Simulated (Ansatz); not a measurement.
A (100) slab of Ta₂C (P-3m1 (No. 164)), 15 planes, outer planes Ta (top) and C (bottom), with 15 atoms (Ta10C5) in a surface cell of A = 15.371 Å², as cut from the bulk:

```
CELL_PARAMETERS angstrom
3.11016 0.00000 0.00000
0.00000 4.94230 0.00000
0.00000 0.00000 27.56958
ATOMIC_POSITIONS crystal
C 0.50000 0.00000 0.27204
Ta 0.00000 0.74644 0.30460
Ta 0.50000 0.25356 0.33717
C 0.00000 0.00000 0.36974
Ta 0.50000 0.74644 0.40230
Ta 0.00000 0.25356 0.43487
C 0.50000 0.00000 0.46743
Ta 0.00000 0.74644 0.50000
Ta 0.50000 0.25356 0.53257
C 0.00000 0.00000 0.56513
Ta 0.50000 0.74644 0.59770
Ta 0.00000 0.25356 0.63026
C 0.50000 0.00000 0.66283
Ta 0.00000 0.74644 0.69540
Ta 0.50000 0.25356 0.72796
```

The calculation used DFT r2SCAN, scalar-relativistic, plane waves, PAW in Ansatz. Plane waves to 500 eV, a k mesh through Γ of 11×7×1 on the computed 15-atom cell and Gaussian smearing (0.10 eV); no spin polarisation. A dipole correction removes the field between periodic images along c.

Against the same 15 atoms in the bulk, the slab as cut lies 8.574 eV higher and the relaxed slab 7.951 eV higher.

Problem. Work out the surface energy before and after relaxation.

Solution. The slab has two faces, so γ = (E_slab − N·E_bulk)/(2A), the mean of both. As cut: 8.574/(2 × 15.371) = 0.2789 eV/Å², and 1 eV/Å² = 16.02 J/m², so γ = 4.47 J/m². Relaxed: 7.951/(2 × 15.371) = 0.2586 eV/Å² = 4.14 J/m². Relaxation recovers 7 % of the cost of cutting.

Problem. What is the ideal work of this cut, per area?

Solution. Griffith's ideal work is 2γ: 8.94 J/m² if the new faces stay rigid, 8.29 J/m² if they relax. Other cuts parallel to this plane can cost less. One thickness was run, 15 planes, so γ can still shift with it.